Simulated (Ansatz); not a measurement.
The system is Ir.

```
CELL_PARAMETERS angstrom
2.75138 0.00000 0.00000
-1.37569 2.38276 0.00000
0.00000 0.00000 4.46229
ATOMIC_POSITIONS crystal
Ir 0.33333 0.66667 0.25000
Ir 0.66667 0.33333 0.75000
```

This isn't the form of Ir at room conditions, which is fcc.

Program: Ansatz 0.2.0. Alike in all runs: potentials or basis Ansatz PAW; no spin polarisation; cell as given; k mesh 11 × 11 × 6. Hardware: 2 threads of Arm Neoverse V1, with other jobs on the host.

Problem. Order these runs on this cell by their wall time, lowest first.
A. task band structure; level BLYP; cutoff (eV) 420; smearing fermi-dirac 0.05 eV; points for each segment of the path 14
B. task band structure; level r2SCAN; cutoff (eV) 500; smearing fermi-dirac 0.05 eV; points for each segment of the path 14
C. task single point; level PBE; cutoff (eV) 420; smearing gaussian 0.012 eV

Solution. C (1.1 s), A (2.4 s), B (6.4 s).
